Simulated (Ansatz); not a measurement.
# LaAlO3 under load (space group P4/mmm): band-edge transport data

Given:

```yaml
crystal:
  lattice:
    - [3.76462, 0.00000, 0.00000]
    - [0.00000, 3.76462, 0.00000]
    - [0.00000, 0.00000, 3.79821]
  atoms:
    - { symbol: La, position: [0.50000, 0.50000, 0.50000] }
    - { symbol: Al, position: [0.00000, 0.00000, 0.00000] }
    - { symbol: O, position: [0.00000, 0.50000, 0.00000] }
    - { symbol: O, position: [0.50000, 0.00000, 0.00000] }
    - { symbol: O, position: [0.00000, 0.00000, 0.50000] }
```

Computed with PBEsol with spin-orbit coupling, rigid bands (plane waves, PAW; Ansatz, a first-principles code). Condition of this run: uniaxial stress zz = -2 GPa (compression positive) (the target of the relaxation). Cell: cell and atoms relaxed with PBEsol, then loaded as said.

- band gap: 3.33 eV
- electron conductivity mass (300 K, dilute): 0.61 (x), 0.61 (y), 0.48 (z) mₑ
- hole conductivity mass (300 K, dilute): 0.99 (x), 0.99 (y), 9.3 (z) mₑ
- effective density of states N_c (300 K): 1.0e19 cm⁻³
- effective density of states N_v (300 K): 2.0e20 cm⁻³
- density-of-states mass, electrons: 0.55 mₑ
- density-of-states mass, holes: 4.0 mₑ
- Seebeck coefficient, n-type 1e19 cm⁻³, 300 K: -228 μV/K
- best n-type power factor at 300 K for τ = 10 fs (best axis; densities from 1e16 to 1e21 cm⁻³ tried, whether or not they can be reached): 4.3 μW/(cm·K²) at 3e20 cm⁻³
- Seebeck coefficient, p-type 1e19 cm⁻³, 300 K: 547 μV/K

Rigid bands; masses and Seebeck coefficients take one relaxation time τ for all states and one kind of carrier; polarons and phonon drag are left out.
